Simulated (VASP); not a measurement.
**From an Ansatz input to VASP: CsPbBr$_{3}$ (measured structure)**

Ansatz input

```yaml
crystal:
  lattice:
    - [5.9429132838, 0.0, 0.0]
    - [0.0, 5.9429132838, 0.0]
    - [0.0, 0.0, 5.9429132838]
  atoms:
    - { symbol: Cs, position: [0.0, 0.0, 0.0] }
    - { symbol: Pb, position: [0.5, 0.5, 0.5] }
    - { symbol: Br, position: [0.0, 0.5, 0.5] }
    - { symbol: Br, position: [0.5, 0.0, 0.5] }
    - { symbol: Br, position: [0.5, 0.5, 0.0] }
kpoints:
  mp_grid: { grid: [4, 4, 4] }
  band_path:
    path: [[0.0, 0.0, 0.0], [0.0, 0.5, 0.0], [0.5, 0.5, 0.0], [0.5, 0.5, 0.5]]
    npoints: 1
hamiltonian:
  xc: pbe
scf:
  occupations: { method: fermi_dirac, width: 0.02 }
  n_extra_bands: 5
output:
  forces: true
  stress: true
  eigenvalues: true
```

Question: Write VASP inputs for this cell and level of theory.

Answer: 

INCAR

```
SIGMA = 0.02
NBANDS = 30
ISMEAR = -1
NELM = 120
LREAL = .FALSE.
LASPH = .TRUE.
LWAVE = .FALSE.
IBRION = -1
PREC = Accurate
GGA = PE
EDIFF = 1E-7
ENCUT = 520
ISIF = 2
NSW = 0
LCHARG = .FALSE.
```

KPOINTS

```
KPOINTS created by Atomic Simulation Environment
0
Gamma
4 4 4
0 0 0
```

KPOINTS_OPT

```
special points
4
Reciprocal
0.0000000000 0.0000000000 0.0000000000 1
0.0000000000 0.5000000000 0.0000000000 1
0.5000000000 0.5000000000 0.0000000000 1
0.5000000000 0.5000000000 0.5000000000 1
```

POSCAR

```
Cs Pb Br
 1.0000000000000000
     5.9429132837908396    0.0000000000000000   -0.0000000000000000
     0.0000000000000000    5.9429132837908396   -0.0000000000000000
    -0.0000000000000000   -0.0000000000000000    5.9429132837908396
 Cs  Pb  Br
   1   1   3
Cartesian
  0.0000000000000000 -0.0000000000000000 -0.0000000000000000
  2.9714566418954202  2.9714566418954202  2.9714566418954202
 -0.0000000000000000  2.9714566418954202  2.9714566418954202
  2.9714566418954202  0.0000000000000000  2.9714566418954202
  2.9714566418954202  2.9714566418954202 -0.0000000000000000
```

VASP ran with the recommended PBE PAW datasets (44 valence electrons in the cell). Other inputs would serve too.

|  | Ansatz | VASP |
| --- | --- | --- |
| gap between bands v and c | 1.67 eV | 1.67 eV |
| least direct gap | 1.67 eV | 1.67 eV |
| pressure | 0.7 GPa | 0.7 GPa |

Datasets and cutoffs are each program's own. VASP's cell holds 44 valence electrons and Ansatz's 44. Ansatz's stress includes a Pulay correction; VASP's doesn't.
